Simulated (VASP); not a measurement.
# 2H-MoTe2 monolayer and its bilayer

Aim: relax 2H-MoTe2 monolayer, place its levels against the vacuum, then find how two sheets stack and bind.

Method: PBE with D3(BJ), no spin polarisation; plane waves and PAW (Mo, Te), in the first sound run; inputs show where later runs differ, in VASP 6.6.1.

This is a report of a sequence of runs, with most program output left out.

## (1) Starting point

The cell holds 3 atoms: 1 Mo and 2 Te. Cell: a = 3.497 Å, b = 3.497 Å, c = 22.000 Å, α = 90.0°, β = 90.0°, γ = 120.0°. Vacuum lies along c.

## (2) A second relaxation

The plane waves were chosen for the start cell, so the relaxation is repeated from its end.

INCAR reads:

```
SYSTEM = Te2Mo
PREC = Normal
ENCUT = 350
EDIFF = 1E-06
NELM = 120
ISMEAR = 0
SIGMA = 0.03
LREAL = .FALSE.
ALGO = Normal
GGA = PE
IVDW = 12
NBANDS = 15
LASPH = .TRUE.
LORBIT = 11
LWAVE = .FALSE.
LCHARG = .FALSE.
KPAR = 4
IBRION = 2
NSW = 30
ISIF = 3
EDIFFG = -0.015
POTIM = 0.4
IDIPOL = 3
LDIPOL = .TRUE.
DIPOL = 0.5 0.5 0.5
LATTICE_CONSTRAINTS = .TRUE. .TRUE. .FALSE.
```

POSCAR reads:

```
Te2Mo
1.0
    3.4973337266      0.0000000000      0.0000000000
   -1.7486668633      3.0287798527      0.0000000000
    0.0000000000      0.0000000000     22.0000000000
Mo Te
1 2
Direct
    0.3333333333      0.6666666667      0.5000000000
    0.6666666667      0.3333333333      0.4174975803
    0.6666666667      0.3333333333      0.5825024197
```

KPOINTS reads:

```
Automatic mesh
0
Gamma
12 12 1
0 0 0
```

The projector-augmented-wave data sets are Mo and Te (PBE family, release 64).

Command:

```sh
$ mpirun -np 4 vasp_std
```

Elapsed: 9.2 s, on 4 MPI ranks of Intel Xeon Platinum 8259CL at 2.50GHz (Skylake/Cascade Lake), shared host; peak memory 0.79 GiB.

This run has no spin polarisation, although Mo can carry a moment. The gap is read on the k-mesh alone, so it is an upper bound where the band edges lie off the mesh. The data set Mo keeps the semicore shell frozen, which is cheaper and a little less accurate. The run keeps the 12 symmetry operations of its start, so it cannot find a distortion of lower symmetry.

Little changed from the start: no atom moved by 0.005 Å and no cell edge by 0.1 %.

Numbers from this step:

```yaml
electronic_cycles: 21
electrons: 18
free_energy_toten: -19.22 eV
fermi_energy: -0.939 eV
metallic: no
dipole_moment: 0, 0, 0 e·Å
gap_on_the_k_mesh: 1.192 eV
least_direct_gap_on_the_k_mesh: 1.192 eV
```

The start already met the threshold, so nothing moved.

## (3) Vacuum level and density of states

A static run writes the electrostatic potential without exchange and correlation (LVHAR), which is flat in the vacuum and gives the level to count from. The dipole correction cancels the field that unlike faces would set up across the vacuum.

INCAR reads:

```
SYSTEM = Te2Mo
PREC = Normal
ENCUT = 350
EDIFF = 1E-06
NELM = 120
ISMEAR = 0
SIGMA = 0.03
LREAL = .FALSE.
ALGO = Fast
GGA = PE
IVDW = 12
NBANDS = 15
LASPH = .TRUE.
LORBIT = 11
LWAVE = .FALSE.
LCHARG = .TRUE.
IDIPOL = 3
LDIPOL = .TRUE.
DIPOL = 0.5 0.5 0.5
LVHAR = .TRUE.
LVACPOTAV = .TRUE.
NEDOS = 1500
LELF = .TRUE.
```

POSCAR is that of step 2.

KPOINTS is that of step 2.

KPOINTS_OPT reads:

```
Line mode
14
Line-mode
Reciprocal
  0.00000000   0.00000000   0.00000000 GAMMA
  0.50000000   0.00000000   0.00000000 M

  0.50000000   0.00000000   0.00000000 M
  0.33333333   0.33333333   0.00000000 K

  0.33333333   0.33333333   0.00000000 K
  0.00000000   0.00000000   0.00000000 GAMMA
```

Command:

```sh
$ mpirun -np 4 vasp_std
```

The job ended after 13 s (4 MPI ranks; peak memory 0.63 GiB; 51 s of CPU time).

Numbers from this step:

- electronic cycles: 20
- Fermi energy: -0.9637 eV
- least gap on mesh and path: 1.192 eV
- least direct gap on mesh and path: 1.192 eV
- vacuum levels: 3.739, 3.739 eV
- ionisation potentials of the upper and lower face: 4.836, 4.836 eV
- electron affinities of the upper and lower face: 3.644, 3.644 eV

Electronic bands along the path, in eV, zero at the valence-band top; v1 is the highest filled band, c1 the lowest empty one:

```
          point     v4     v3     v2     v1    c1    c2    c3    c4
              Γ  -1.61  -0.83  -0.83  -0.60  3.26  3.26  3.52  3.52
0.54 of the way  -1.74  -1.30  -0.91  -0.86  1.45  2.15  2.34  3.64
              M  -2.28  -1.72  -0.79  -0.19  1.49  1.79  3.34  3.73
0.54 of the way  -2.78  -2.26  -1.70  -0.17  1.44  2.13  2.31  3.81
              K  -3.06  -2.93  -1.79   0.00  1.19  1.80  2.61  4.19
0.54 of the way  -2.35  -1.36  -0.78  -0.62  1.37  1.98  1.98  3.49
              Γ  -1.61  -0.83  -0.83  -0.60  3.26  3.26  3.52  3.52
```

Of the projections kept (Mo, Te), the largest for each band there; the rest of the weight can lie on other orbitals:

```csv
point,v4,v3,v2,v1,c1,c2,c3,c4
Γ,Mo 0.81,Mo 0.80,Mo 0.80,Mo 0.87,Te 0.75,Te 0.75,Te 0.71,Te 0.71
M,Mo 0.65,Te 0.58,Mo 0.74,Te 0.74,Mo 0.94,Mo 0.93,Mo 0.59,Mo 0.54
K,Te 0.83,Te 0.59,Te 0.51,Mo 0.89,Mo 0.94,Mo 0.78,Mo 0.83,Mo 0.66
Γ,Mo 0.81,Mo 0.80,Mo 0.80,Mo 0.87,Te 0.75,Te 0.75,Te 0.71,Te 0.71
```

Zero at the Fermi level. Table of planar average of the electrostatic potential by height:

height (Å), planar average of the electrostatic potential (eV) and a bar from the least value:
```
        0        4.7 ##############################
        1        4.7 ##############################
        2        4.7 ##############################
        3        4.7 ##############################
        4        4.7 ##############################
        5        4.7 ##############################
        6        4.7 ##############################
        7        4.5 ##############################
        8        2.2 ###########################
        9      -17.7 
       10       -5.6 ################
       11       -6.2 ###############
       12       -5.6 ################
       13      -17.7 
       14        2.2 ###########################
       15        4.5 ##############################
       16        4.7 ##############################
       17        4.7 ##############################
       18        4.7 ##############################
       19        4.7 ##############################
       20        4.7 ##############################
       21        4.7 ##############################
```

Density of states in the PAW spheres, an atom over height of the layer and energy from the Fermi level.

Ten even steps from '_' (0.00 states/eV) to '@' (1.68 states/eV), each cell a mean:
```
______
______
..%%..
::@@::
::##::
--%%--
::**::
::**::
::==::
::==::
--**--
__..__
::--::
--==--
..::..
______
______
______
______
______
______
______
```
Columns: height of the layer (Å) from 9.2 to 12.8; rows upwards: energy from the Fermi level (eV) from -7.9 to 0.5.

ELF in the ca plane at fractional y = 0.333, with atoms of Te within 0.2 Å of it. It is the smooth field of the valence electrons, not physical close to the nuclei.

Ten even steps from '0' (0.00) to '9' (0.94), each cell a mean:
```
00000000000002468998887522478889987521000000
00000000000014789998777532577789999742000000
00000000010025799997567532577569999863110000
00000000001225799997677532577679999852110000
00000000001123589998887522578889998632100000
00000000000001246788776322357788764210010000
00000000000000001234443211124443211000000000
00000000000000000122332111123332100000000000
00000000000000123566664221246666542100000000
```
Columns run along c (16.0 Å, from fractional 0.10 to 0.82 of the cell), rows up along a (3.5 Å). Atoms in or near the plane, at fractional coordinates: Te at (0.42, 0.67), Te at (0.58, 0.67).

Valence density in the ca plane at fractional y = 0.333, with atoms of Te within 0.2 Å of it. It is the smooth field of the valence electrons, not physical close to the nuclei.

Ten even steps from '0' (-0.27 e/Å³) to '9' (0.54 e/Å³), each cell a mean:
```
33333333333333334689998666689998643333333333
33333333333333345897699755799669954333333333
33333333333333346971069755796007964333333333
33333333333333346983279755797338964333333333
33333333333333345799898655689999754333333333
33333333333333334568887666678887543333333333
33333333333333333445566666666554433333333333
33333333333333333445555677655554433333333333
33333333333333333456666666666665443333333333
```
Columns run along c (16.0 Å, from fractional 0.10 to 0.82 of the cell), rows up along a (3.5 Å). Atoms in or near the plane, at fractional coordinates: Te at (0.42, 0.67), Te at (0.58, 0.67).

The map of layer states is cut here 0.5 eV above the Fermi level, so it leaves out the states above that.

The vacuum level lies 4.84 eV above the highest filled level at the upper face; both faces agree, as the slab has next to no dipole.

The program found no field-free point at its default tolerance, but its printed level agrees with the flat part of the planar average.

## (4) The slab in a field, field -0.1

A field across the slab, with the atoms held, gives the electronic response: the dipole changes linearly with the field, and the energy has a linear term from the slab's own dipole and a quadratic one from its polarisability.

Changes to INCAR since step 3:

```diff
@@ -15,3 +15,4 @@
 LWAVE = .FALSE.
-LCHARG = .TRUE.
+LCHARG = .FALSE.
+KPAR = 4
 IDIPOL = 3
@@ -19,5 +20,2 @@
 DIPOL = 0.5 0.5 0.5
-LVHAR = .TRUE.
-LVACPOTAV = .TRUE.
-NEDOS = 1500
-LELF = .TRUE.
+EFIELD = -0.1
```

POSCAR is that of step 3.

KPOINTS is that of step 3.

Command:

```sh
$ mpirun -np 4 vasp_std
```

Elapsed: 10 s, on 4 MPI ranks; peak memory 0.77 GiB; 39 s of CPU time.

Numbers from this step:

```
electronic cycles : 21
Fermi energy      : -0.9375 eV
dipole moment     : 0, 0, -0.03696 e·Å
```

VASP counts the dipole in electrons times Å, so a positive number points the physical dipole along −c. A positive EFIELD is likewise a physical field along −c.

Energy at zero smearing: -19.22480 eV.

## (5) The slab in a field, field 0.1

Changes to INCAR since step 4:

```diff
@@ -20,2 +20,2 @@
 DIPOL = 0.5 0.5 0.5
-EFIELD = -0.1
+EFIELD = 0.1
```

POSCAR is that of step 4.

KPOINTS is that of step 4.

Command:

```sh
$ mpirun -np 4 vasp_std
```

Wall time 11 s (4 MPI ranks); peak memory 0.76 GiB.

Numbers from this step:

```
Fermi energy  : -0.9413 eV
dipole moment : 0, 0, 0.03695 e·Å
```

Energy at zero smearing: -19.22480 eV.

## (6) With spin-orbit coupling

This step: PBE with D3(BJ), spin-orbit coupling, no spin polarisation; plane waves and PAW (Mo, Te) (VASP 6.6.1).

For heavy elements spin-orbit coupling shifts the highest filled levels.

Changes to INCAR since step 5:

```diff
@@ -11,5 +11,9 @@
 IVDW = 12
-NBANDS = 15
+LNONCOLLINEAR = .TRUE.
+MAGMOM = 0 0 0 0 0 0 0 0 0
+NBANDS = 30
+GGA_COMPAT = .FALSE.
 LASPH = .TRUE.
-LORBIT = 11
+LSORBIT = .TRUE.
+LMAXMIX = 4
 LWAVE = .FALSE.
@@ -20,2 +24 @@
 DIPOL = 0.5 0.5 0.5
-EFIELD = 0.1
```

POSCAR is that of step 5.

KPOINTS is that of step 5.

KPOINTS_OPT is that of step 3.

Command:

```sh
$ mpirun -np 4 vasp_ncl
```

Run time: 95 s. Hardware: 4 MPI ranks; peak memory 2.1 GiB; 6.3 min of CPU time.

Numbers from this step:

* electronic cycles: 23
* free energy (TOTEN): -19.44 eV
* Fermi energy: -0.8455 eV
* least gap on mesh and path: 1.058 eV
* least direct gap on mesh and path: 1.058 eV
* dipole moment: 0, 0, 0 e·Å

On-site spin-orbit energy by atom:

```
atom  on-site spin-orbit energy (eV)
 Mo1                          -0.035
 Te2                          -0.199
 Te3                          -0.199
```

The electronic bands at the labelled points (eV, zero at the valence-band top; v1 is the highest filled band, c1 the lowest empty one):

```
          point     v4     v3     v2     v1    c1    c2    c3    c4
              Γ  -0.83  -0.83  -0.65  -0.65  2.81  2.81  3.10  3.10
0.54 of the way  -1.04  -1.04  -0.90  -0.90  1.33  1.33  2.01  2.01
              M  -0.90  -0.90  -0.28  -0.28  1.37  1.37  1.68  1.68
0.54 of the way  -1.78  -1.77  -0.37  -0.18  1.33  1.33  1.95  2.05
              K  -1.92  -1.89  -0.21   0.00  1.06  1.09  1.66  1.72
0.54 of the way  -1.14  -0.77  -0.69  -0.64  1.20  1.31  1.77  1.86
              Γ  -0.83  -0.83  -0.65  -0.65  2.81  2.81  3.10  3.10
```

The path shows a direct gap of 1.06 eV (valence top at K, conduction bottom at K).

## (7) A rigid stacking

This step: PBE with D3(BJ), no spin polarisation; plane waves and PAW (Mo, Te) (VASP 6.6.1).

System of this step: bilayer of 2H-MoTe2 monolayer. The cell holds 6 atoms: 2 Mo and 4 Te. Cell: a = 3.497 Å, b = 3.497 Å, c = 27.360 Å, α = 90.0°, β = 90.0°, γ = 120.0°. upper sheet same orientation, shifted by (0.00, 0.00). Vacuum lies along c.

Two rigid sheets are set at a typed distance in several high-symmetry stackings, to find where to start. The upper sheet is shifted or turned in the plane and never flipped over.

INCAR reads:

```
SYSTEM = Te2Mo
PREC = Normal
ENCUT = 350
EDIFF = 1E-05
NELM = 120
ISMEAR = 0
SIGMA = 0.03
LREAL = .FALSE.
ALGO = Fast
GGA = PE
IVDW = 12
NBANDS = 24
LASPH = .TRUE.
LORBIT = 11
LWAVE = .FALSE.
LCHARG = .FALSE.
KPAR = 4
IDIPOL = 3
LDIPOL = .TRUE.
DIPOL = 0.5 0.5 0.5
```

POSCAR reads:

```
Te2Mo
1.0
    3.4973337266      0.0000000000      0.0000000000
   -1.7486668633      3.0287798527      0.0000000000
    0.0000000000      0.0000000000     27.3602129336
Mo Te
2 4
Direct
    0.3333333300      0.6666666700      0.3770092500
    0.3333333300      0.6666666700      0.6229907500
    0.6666666700      0.3333333300      0.3106701000
    0.6666666700      0.3333333300      0.4433483900
    0.6666666700      0.3333333300      0.5566516100
    0.6666666700      0.3333333300      0.6893299000
```

KPOINTS is that of step 6.

Command:

```sh
$ mpirun -np 4 vasp_std
```

The job ended after 18 s (4 MPI ranks; peak memory 0.89 GiB).

This step gave:

* electronic cycles: 19
* electrons: 36
* free energy (TOTEN): -38.19 eV
* Fermi energy: 1.894 eV
* gap on the k-mesh: 0.3905 eV
* least direct gap on the k-mesh: 0.9042 eV

Force by atom:

```csv
atom,x (eV/Å),y (eV/Å),z (eV/Å),size
Mo1,0.00,0.00,-0.25,0.25
Mo2,0.00,0.00,0.25,0.25
Te3,0.00,0.00,0.01,0.01
Te4,0.00,0.00,-1.43,1.43
Te5,0.00,0.00,1.43,1.43
Te6,0.00,0.00,-0.01,0.01
```

Energy at zero smearing: -38.19215 eV.

## (8) A rigid stacking

INCAR is that of step 7.

POSCAR reads:

```
Te2Mo
1.0
    3.4973337266      0.0000000000      0.0000000000
   -1.7486668633      3.0287798527      0.0000000000
    0.0000000000      0.0000000000     27.3602129336
Mo Te
2 4
Direct
    0.3333333300      0.6666666700      0.3770092500
    0.6666666700      0.3333333300      0.6229907500
    0.6666666700      0.3333333300      0.3106701000
    0.6666666700      0.3333333300      0.4433483900
    0.0000000000      1.0000000000      0.5566516100
    0.0000000000      1.0000000000      0.6893299000
```

KPOINTS is that of step 7.

Command:

```sh
$ mpirun -np 4 vasp_std
```

The job ended after 19 s (4 MPI ranks; peak memory 0.89 GiB).

Energy at zero smearing: -38.81521 eV.

## (9) A rigid stacking

INCAR is that of step 8.

Changes to POSCAR since step 8:

```diff
@@ -12,3 +12,3 @@
     0.6666666700      0.3333333300      0.4433483900
-    0.0000000000      1.0000000000      0.5566516100
-    0.0000000000      1.0000000000      0.6893299000
+    0.3333333300      0.6666666700      0.5566516100
+    0.3333333300      0.6666666700      0.6893299000
```

KPOINTS is that of step 8.

Command:

```sh
$ mpirun -np 4 vasp_std
```

Elapsed: 17 s, on 4 MPI ranks; peak memory 0.88 GiB.

Energy at zero smearing: -38.83468 eV.

## (10) A rigid stacking

INCAR is that of step 9.

POSCAR reads:

```
Te2Mo
1.0
    3.4973337266      0.0000000000      0.0000000000
   -1.7486668633      3.0287798527      0.0000000000
    0.0000000000      0.0000000000     27.3602129336
Mo Te
2 4
Direct
    0.3333333300      0.6666666700      0.3770092500
    0.0000000000      1.0000000000      0.6229907500
    0.6666666700      0.3333333300      0.3106701000
    0.6666666700      0.3333333300      0.4433483900
    0.6666666700      0.3333333300      0.5566516100
    0.6666666700      0.3333333300      0.6893299000
```

KPOINTS is that of step 9.

Command:

```sh
$ mpirun -np 4 vasp_std
```

Run time: 18 s. Hardware: 4 MPI ranks; peak memory 0.9 GiB; 69 s of CPU time.

Energy at zero smearing: -38.25385 eV.

## (11) A rigid stacking

INCAR is that of step 10.

POSCAR reads:

```
Te2Mo
1.0
    3.4973337266      0.0000000000      0.0000000000
   -1.7486668633      3.0287798527      0.0000000000
    0.0000000000      0.0000000000     27.3602129336
Mo Te
2 4
Direct
    0.3333333300      0.6666666700      0.3770092500
    0.3333333300      0.6666666700      0.6229907500
    0.6666666700      0.3333333300      0.3106701000
    0.6666666700      0.3333333300      0.4433483900
    1.0000000000      0.0000000000      0.5566516100
    1.0000000000      0.0000000000      0.6893299000
```

KPOINTS is that of step 10.

Command:

```sh
$ mpirun -np 4 vasp_std
```

The job ended after 19 s (4 MPI ranks; peak memory 0.9 GiB; 76 s of CPU time).

Energy at zero smearing: -38.75472 eV.

## (12) Relaxing the bilayer

The lowest stacking relaxes at the monolayer's lattice.

Changes to INCAR since step 11:

```diff
@@ -3,3 +3,3 @@
 ENCUT = 350
-EDIFF = 1E-05
+EDIFF = 1E-06
 NELM = 120
@@ -17,2 +17,8 @@
 KPAR = 4
+IBRION = 2
+NSW = 50
+ISIF = 2
+EDIFFG = -0.015
+POTIM = 0.4
+MAXMIX = 40
 IDIPOL = 3
```

POSCAR reads:

```
Te2Mo
1.0
    3.4973337266      0.0000000000      0.0000000000
   -1.7486668633      3.0287798527      0.0000000000
    0.0000000000      0.0000000000     27.3602129336
Mo Te
2 4
Direct
    0.3333333300      0.6666666700      0.3770092500
    0.6666666700      0.3333333300      0.6229907500
    0.6666666700      0.3333333300      0.3106701000
    0.6666666700      0.3333333300      0.4433483900
    0.3333333300      0.6666666700      0.5566516100
    0.3333333300      0.6666666700      0.6893299000
```

KPOINTS is that of step 11.

Command:

```sh
$ mpirun -np 4 vasp_std
```

It took 2.7 min on 4 MPI ranks; peak memory 0.97 GiB.

Relaxation path:

```csv
step,energy less that of the first step (eV),largest force (eV/Å)
1,0.0000,0.0758
2,-0.0005,0.0516
3,-0.0007,0.0417
4,-0.0008,0.0578
5,-0.0011,0.0462
6,-0.0014,0.0670
7,-0.0015,0.1393
8,-0.0015,0.1106
9,-0.0016,0.1059
10,-0.0019,0.0988
11,-0.0025,0.0871
12,-0.0035,0.0648
13,-0.0047,0.0198
14,-0.0042,0.0686
15,-0.0049,0.0169
16,-0.0049,0.0171
17,-0.0049,0.0077
```

The atoms that moved most (Å):

```
atom     dx     dy      dz  length
 Te5  0.000  0.000   0.058   0.058
 Te4  0.000  0.000  -0.058   0.058
 Mo1  0.000  0.000  -0.058   0.058
 Mo2  0.000  0.000   0.058   0.058
 Te3  0.000  0.000  -0.056   0.056
 Te6  0.000  0.000   0.056   0.056
```

Final coordinates:

```
Mo Te
1.0
     3.49733    0.00000    0.00000
    -1.74867    3.02878    0.00000
     0.00000    0.00000   27.36021
Mo Te
2 4
Cartesian
  0.0000 2.0192 10.2573
  1.7487 1.0096 17.1029
  1.7487 1.0096 8.4438
  1.7487 1.0096 12.0722
  0.0000 2.0192 15.2880
  0.0000 2.0192 18.9164
```

Numbers from this step:

```
electronic cycles              : 165
free energy (TOTEN)            : -38.84 eV
Fermi energy                   : 1.472 eV
dipole moment                  : 0, 0, 0 e·Å
gap on the k-mesh              : 0.8728 eV
least direct gap on the k-mesh : 1.135 eV
```

The run ended after 17 ionic steps, 0.005 eV below its first step, once the forces on the free atoms met EDIFFG = -0.015.

[end of part 1 of 3]

[Lines on the potential files, build, host, timing and source positions are cut from VASP's logs without a mark.]

[Logs are printed without paths, hosts, clocks, repeated set-up lines and the standing remarks that a program may print on its own settings, such as how far it seeks lower states.]

[Hosts, paths, dates, database ids (printed as entryN), source tags and the programs' standing remarks are cut or masked in the printed files.]

[Runs that stopped without an error message from VASP are left out.]
